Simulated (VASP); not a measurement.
# ZnS (F-43m) in VASP: a series of runs, part 3 of 3

VASP 6.6.1. The steps go on from the part before.

## Step 6: Relaxation of the atoms, PBE (a relaxed cell with its volume scaled by 1.04)

Contents of INCAR:

```
SYSTEM = ZnS
PREC     = Accurate       ! precision mode
ENCUT    = 300            ! plane-wave cutoff, eV
EDIFF    = 1E-7           ! SCF threshold, eV
ISMEAR   = 0              ! smearing method
SIGMA    = 0.03           ! smearing width, eV
LREAL    = .FALSE.        ! projectors in reciprocal space
LASPH    = .TRUE.         ! aspherical terms in the spheres
NELM     = 80             ! most SCF steps
ALGO     = Fast           ! electronic algorithm
ISIF     = 2              ! what is computed and relaxed
LWAVE    = .FALSE.        ! write WAVECAR
LCHARG   = .FALSE.        ! write CHGCAR
GGA      = PE             ! functional
IBRION   = 2              ! ionic algorithm
NSW      = 40             ! ionic steps
EDIFFG   = -0.01          ! ionic threshold
```

Contents of KPOINTS:

```
Automatic mesh
0
G
  5 5 5
  0 0 0
```

Contents of POSCAR:

```
ZnS                                     
1.0
   -0.0000000000      2.7579681356      2.7579681356
    2.7579681356     -0.0000000000      2.7579681356
    2.7579681356      2.7579681356     -0.0000000000
  Zn              S             
     1     1
Direct
     0.2500000000000000    0.2500000000000000    0.2500000000000000
     0.0000000000000000    1.0000000000000000    1.0000000000000000
```

Potentials or basis: VASP PAW PBE potentials, release 64 (Zn, S).

On the command line:

```bash
$ cat potpaw_PBE.64/Zn/POTCAR potpaw_PBE.64/S/POTCAR > POTCAR
$ mpirun -np 1 vasp_std > vasp.out
```

OUTCAR:

```text
SYSTEM = ZnS
   PREC = Accurate
   ENCUT = 300
   EDIFF = 1E-7
   ISMEAR = 0
   LREAL = .FALSE.
   LASPH = .TRUE.
   NELM = 80
   ISIF = 2
   GGA = PE
   IBRION = 2
   NSW = 40
   EDIFFG = -0.01

 ion  position               nearest neighbor table
   1  0.250  0.250  0.250-   2 2.39   2 2.39   2 2.39   2 2.39
   2  0.000  0.000  0.000-   1 2.39   1 2.39   1 2.39   1 2.39

  LATTYP: Found a face centered cubic cell.
 ALAT       =     5.5159362712

  Lattice vectors:

 A1 = (   0.0000000000,   2.7579681356,   2.7579681356)
 A2 = (   2.7579681356,   0.0000000000,   2.7579681356)
 A3 = (   2.7579681356,   2.7579681356,   0.0000000000)

Analysis of symmetry for initial positions (statically):
=====================================================================
 Subroutine PRICEL returns:
 Original cell was already a primitive cell.

 Routine SETGRP: Setting up the symmetry group for a
 face centered cubic supercell.

 Subroutine GETGRP returns: Found 24 space group operations
 (whereof 24 operations were pure point group operations)
 out of a pool of 48 trial point group operations.

The static configuration has the point symmetry T_d .

Analysis of symmetry for dynamics (positions and initial velocities):
=====================================================================
 Subroutine PRICEL returns:
 Original cell was already a primitive cell.

 Routine SETGRP: Setting up the symmetry group for a
 face centered cubic supercell.

 Subroutine GETGRP returns: Found 24 space group operations
 (whereof 24 operations were pure point group operations)
 out of a pool of 48 trial point group operations.

The dynamic configuration has the point symmetry T_d .

 Subroutine INISYM returns: Found 24 space group operations
 (whereof 24 operations are pure point group operations),
 and found     1 'primitive' translations

----------------------------------------------------------------------------------------

                                     Primitive cell

  volume of cell :      41.9564

  direct lattice vectors                    reciprocal lattice vectors
     0.000000000  2.757968136  2.757968136    -0.181292885  0.181292885  0.181292885
     2.757968136  0.000000000  2.757968136     0.181292885 -0.181292885  0.181292885
     2.757968136  2.757968136  0.000000000     0.181292885  0.181292885 -0.181292885

  length of vectors
     3.900355942  3.900355942  3.900355942     0.314008488  0.314008488  0.314008488

  position of ions in fractional coordinates (direct lattice)
     0.250000000  0.250000000  0.250000000
     0.000000000  0.000000000  0.000000000

  ion indices of the primitive-cell ions
   primitive index   ion index
                 1           1
                 2           2

----------------------------------------------------------------------------------------

 KPOINTS: Automatic mesh

Automatic generation of k-mesh.
 Grid dimensions read from file:
 generate k-points for:    5    5    5

[... 29 lines left out ...]
 -0.400000  0.400000  0.200000     24.000000
   k-points           NKPTS =     10   k-points in BZ     NKDIM =     10   number of bands    NBANDS=     13
   number of dos      NEDOS =    301   number of ions     NIONS =      2
   total plane-waves  NPLWV =  13824
   dimension x,y,z NGX =    24 NGY =   24 NGZ =   24
   dimension x,y,z NGXF=    48 NGYF=   48 NGZF=   48
   ions per type =               1   1
   NGX,Y,Z   is equivalent  to a cutoff of  10.23, 10.23, 10.23 a.u.
   NGXF,Y,Z  is equivalent  to a cutoff of  20.46, 20.46, 20.46 a.u.
 SYSTEM =  ZnS
   PREC   = accura    normal or accurate (medium, high low for compatibility)
   ISTART =      0    job   : 0-new  1-cont  2-samecut
   ICHARG =      2    charge: 1-file 2-atom 10-const
   ISPIN  =      1    spin polarized calculation?
   LNONCOLLINEAR =      F non collinear calculations
   LSORBIT =      F    spin-orbit coupling
   LASPH  =      T    aspherical Exc in radial PAW
   ENCUT  =  300.0 eV  22.05 Ry    4.70 a.u.   5.51  5.51  5.51*2*pi/ulx,y,z
   NELM   =     80;   NELMIN=  2; NELMDL= -5     # of ELM steps
   EDIFF  = 0.1E-06   stopping-criterion for ELM
   LREAL  =      F    real-space projection
   EDIFFG = -.1E-01   stopping-criterion for IOM
   NSW    =     40    number of steps for IOM
   IBRION =      2    ionic relax: 0-MD 1-quasi-New 2-CG
   NFREE  =      1    steps in history (QN), initial steepest desc. (CG)
   ISIF   =      2    stress and relaxation
   ISYM   =      2    0-nonsym 1-usesym 2-fastsym
   POTIM  = 0.5000    time-step for ionic-motion
   TEBEG  =    0.0;   TEEND  =   0.0 temperature during run
   PSTRESS=    0.0 pullay stress
   NELECT =      18.0000    total number of electrons
   NUPDOWN=      -1.0000    fix difference up-down
   EMIN   =  10.00;   EMAX   =-10.00  energy-range for DOS
   EFERMI =   0.00;   METHOD = LEGACY
   ISMEAR =     0;   SIGMA  =   0.03  broadening in eV -4-tet -1-fermi 0-gaus
   EFERMI_NEDOS =   21; number of points for ismear=-14 and -15
   IALGO  =     68    algorithm
   IMIX   =      4    mixing-type and parameters
     AMIX     =   0.40;   BMIX     =  1.00
     AMIX_MAG =   1.60;   BMIX_MAG =  1.00
  volume/ion in A,a.u.               =      20.98       141.57
  Fermi-wavevector in a.u.,A,eV,Ry     =   1.234714  2.333271 20.742340  1.524519
  Thomas-Fermi vector in A             =   2.369393
   LORBIT       =      0    0 simple, 1 ext, 2 COOP (PROOUT), +10 PAW based schemes
   GGA     = PE    functional components
   LHFCALC =     F    Hartree Fock is set to
   AEXX    =    0.0000 exact exchange contribution
   IVDW    =     0    specifies the selected vdW correction
   LEPSILON=     F    determine dielectric tensor
   LRPA    =     F    only Hartree local field effects (RPA)
 conjugate gradient relaxation of ions
 non-spin polarized calculation
 RMM-DIIS sequential band-by-band and
 Gauss-broadening in eV      SIGMA  =   0.03
  energy-cutoff  :      300.00
  volume of cell :       41.96
 maximum number of plane-waves:       531
 NGX is ok and might be reduce to    24
   NGX = 11   NGY = 11   NGZ = 11

 number of electron      18.0000035 magnetization

 Free energy of the ion-electron system (eV)
  ---------------------------------------------------
  ext. energy  EPLUGINS =         0.00000000
  ---------------------------------------------------
  free energy    TOTEN  =        -6.82732965 eV

  energy without entropy =       -6.82732965  energy(sigma->0) =       -6.82732965

 E-fermi :   1.7031     XC(G=0):  -9.3416

 val. band max:        1.5655791319   @ k =   0.0000   0.0000   0.0000
 cond. band min:       3.4055275541   @ k =   0.0000   0.0000   0.0000
 fundamental gap:      1.8399484221
 Fermi energy:         1.7031220786

 k-point     1 :       0.0000    0.0000    0.0000
  band No.  band energies     occupation
      1     -11.1702      2.00000
      2      -4.5373      2.00000
      3      -4.5372      2.00000
      4      -4.5372      2.00000
      5      -4.1073      2.00000
      6      -4.1073      2.00000
      7       1.5656      2.00000
      8       1.5656      2.00000
      9       1.5656      2.00000
     10       3.4055      0.00000
     11       7.9879      0.00000
     12       7.9879      0.00000
     13       7.9880      0.00000
[... 130 lines left out ...]
  band No.  band energies     occupation
      1     -10.1482      2.00000
      2      -4.4136      2.00000
      3      -4.3369      2.00000
      4      -4.1926      2.00000
      5      -4.0933      2.00000
      6      -3.8917      2.00000
      7      -2.6044      2.00000
      8      -0.9946      2.00000
      9      -0.2766      2.00000
     10       6.9299      0.00000
     11       7.1421      0.00000
     12       8.7616      0.00000
     13      11.3406      0.00000

------------------------ aborting loop because EDIFF is reached ----------------------------------------

  FORCE on cell =-STRESS in cart. coord.  units (eV):
  Direction    XX          YY          ZZ          XY          YZ          ZX
  --------------------------------------------------------------------------------------
  -------------------------------------------------------------------------------------
  Total       -0.6566762     -0.6566762     -0.6566762      0.0000000      0.0000000      0.0000000
  in kB      -25.0763393    -25.0763393    -25.0763393      0.0000000      0.0000000      0.0000000
  external PRESSURE =     -25.0763393 kB  Pullay stress =       0.0000000 kB

 VOLUME and BASIS-vectors are now :
 -----------------------------------------------------------------------------
  energy-cutoff  :      300.00
  volume of cell :       41.96
      direct lattice vectors                 reciprocal lattice vectors
     0.000000000  2.757968136  2.757968136    -0.181292885  0.181292885  0.181292885
     2.757968136  0.000000000  2.757968136     0.181292885 -0.181292885  0.181292885
     2.757968136  2.757968136  0.000000000     0.181292885  0.181292885 -0.181292885

 POSITION                                       TOTAL-FORCE (eV/Angst)
 -----------------------------------------------------------------------------------
      1.37898      1.37898      1.37898        -0.000000     -0.000000     -0.000000
      0.00000      0.00000      0.00000         0.000000      0.000000      0.000000
 -----------------------------------------------------------------------------------
    total drift:                                0.000003      0.000003      0.000003

  FREE ENERGIE OF THE ION-ELECTRON SYSTEM (eV)
  ---------------------------------------------------
  free  energy   TOTEN  =        -6.8273296506 eV

  energy  without entropy=       -6.8273296506  energy(sigma->0) =       -6.82732965

 reached required accuracy - stopping structural energy minimisation
```

Wall time 6.9 s (1 thread of Intel Xeon Platinum 8488C (Sapphire Rapids), shared host); peak memory 0.13 GiB.

What came out:

```
Free energy            : -6.8273 eV
Band gap on the k mesh : 1.84 eV, direct
```

Final structure:
```xyz
2
Lattice="0.0000 2.7580 2.7580 2.7580 0.0000 2.7580 2.7580 2.7580 0.0000" Properties=species:S:1:pos:R:3 pbc="T T T"
Zn    1.3790    1.3790    1.3790
S     0.0000    0.0000    0.0000
```

Levels at points of the mesh, in eV from the valence-band top:
```
           k point  band 5  band 6  band 7  band 8  band 9  band 10  band 11  band 12  band 13
(0.00, 0.00, 0.00)   -5.67   -5.67    0.00    0.00    0.00     1.84     6.42     6.42     6.42
```

Caveat: the cutoff is under 1.25 times the usual one of these potentials, so pressure, stress and relaxed cells hold a basis-set (Pulay) error; the relaxation stopped at its first step, so nothing moved.

## Step 7: Summary

| cell | gap on the mesh (eV) |
| --- | --- |
| atoms relaxed from: a relaxed cell with its volume scaled by 0.96 | 2.19 |
| atoms relaxed from: a relaxed cell with its volume scaled by 0.98 | 2.09 |
| atoms relaxed | 2.01 |
| atoms relaxed from: a relaxed cell with its volume scaled by 1.02 | 1.92 |
| atoms relaxed from: a relaxed cell with its volume scaled by 1.04 | 1.84 |

Alike in all rows: task relaxation of the atoms; level PBE; potentials or basis VASP PAW PBE potentials, release 64 (Zn, S); no spin polarisation; k mesh 5 × 5 × 5; cutoff (eV) 300; smearing gaussian 0.03 eV.

Caveats: the cutoff is under 1.25 times the usual one of these potentials, so pressure, stress and relaxed cells hold a basis-set (Pulay) error; the relaxation stopped at its first step, so nothing moved.

Absolute energies hang on the potentials; compare differences alone.

## Step 8: Comparison with measurements

Step 4. Measured gap of ZnS: 3.85 eV (direct; 19 K; quoted in “Electronic, vibrational, and thermodynamic properties of ZnS (zincblende and rocksalt structure)”, 2009, arxiv:0911.5022). This calculation gives 2.01 eV (-1.84 eV). The value is that of PBE, without temperature or zero-point motion. Semilocal functionals fall short of measured gaps as a rule.
